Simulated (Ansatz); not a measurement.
**BN: the band gap up the ladder of functionals**

An exercise on one series of results from a longer session: the logs are not shown, and one member is left open.

Code: Ansatz 0.2.0. PAW datasets, plane waves. (Simulation; spin polarisation is off.)

**The system as given**

The cell was relaxed beforehand with r2SCAN.

It is cubic, F-43m (No. 216); a = 3.610 Å in the conventional setting, 5.88 Å³ an atom. Around B lie 4 N at 1.56 Å; around N lie 4 B at 1.56 Å.

Coordinates:

```cif
data_structure
_symmetry_space_group_name_H-M 'P 1'
_symmetry_Int_Tables_number 1
_cell_length_a 2.5524
_cell_length_b 2.5524
_cell_length_c 2.5524
_cell_angle_alpha 60.000
_cell_angle_beta 60.000
_cell_angle_gamma 60.000
_cell_volume 11.76
loop_
_atom_site_label
_atom_site_type_symbol
_atom_site_fract_x
_atom_site_fract_y
_atom_site_fract_z
_atom_site_occupancy
B1 B 0.00000 0.00000 0.00000 1
N1 N 0.25000 0.25000 0.25000 1
```

The first run:

input.yaml

```yaml
crystal:
  lattice:
    - [0.0, 1.804824557, 1.804824557]
    - [1.804824557, 0.0, 1.804824557]
    - [1.804824557, 1.804824557, 0.0]
  atoms:
    - { symbol: B, position: [0.0, 0.0, 0.0] }
    - { symbol: "N", position: [0.25, 0.25, 0.25] }
kpoints:
  mp_grid: { grid: [12, 12, 12] }
  band_path:
    path:
      - [[0.0, 0.0, 0.0], [-0.5, -0.5, -3.528994004589e-34], [-0.375, -0.375, 0.25]]
      - [[-0.375, 3.095868058969e-17, 0.375], [0.0, 0.0, 0.0], [1.000885521886e-17, 4.534835167956e-17, 0.5], [-0.5, -0.25, 0.25], [-0.5, -0.5, -3.528994004589e-34]]
    npoints: 10
hamiltonian:
  xc: pbe
scf:
  occupations: { method: fermi_dirac, width: 0.02 }
  n_extra_bands: 4
output:
  forces: true
  stress: true
  eigenvalues: true
```

Started as:

```
$ ansatz run input.yaml --threads 2 --pin off --max-ram 2211MiB --backend cpu --events-out ev --progress --plain --runs-dir out
```

Among the steps run: Band structure with PBE; r2SCAN at the same geometry; HSE06; PBE0; Single point with LDA; G0W0 on PBE; One-shot GW from PBE; DDH-PBE0; Hartree-Fock; Single point with r2SCANh.

One table of the session follows, with a row left open; its other results are not shown here.

```
                    level  gap (eV)
                      PBE      4.48
                   r2SCAN      5.00
                    HSE06      5.79
                     PBE0         ?
                      LDA      4.37
G0W0@PBE (35 empty bands)      5.91
G0W0@PBE (87 empty bands)      6.14
                 DDH-PBE0      6.28
             Hartree-Fock     13.73
                  r2SCANh      5.75
```

Q: Estimate the row for PBE0 from the others.

**Answer.** gap (eV): 6.56. In the column «gap (eV)» it lies between DDH-PBE0 (6.28) and Hartree-Fock (13.73).

Meshes: PBE 12×12×12, r2SCAN 12×12×12, HSE06 8×8×8, PBE0 8×8×8, LDA 12×12×12, DDH-PBE0 8×8×8, Hartree-Fock 8×8×8, r2SCANh 8×8×8

Limits of these values: Warnings in the runs' records: stress scf threshold loose, stress exchange threshold loose.
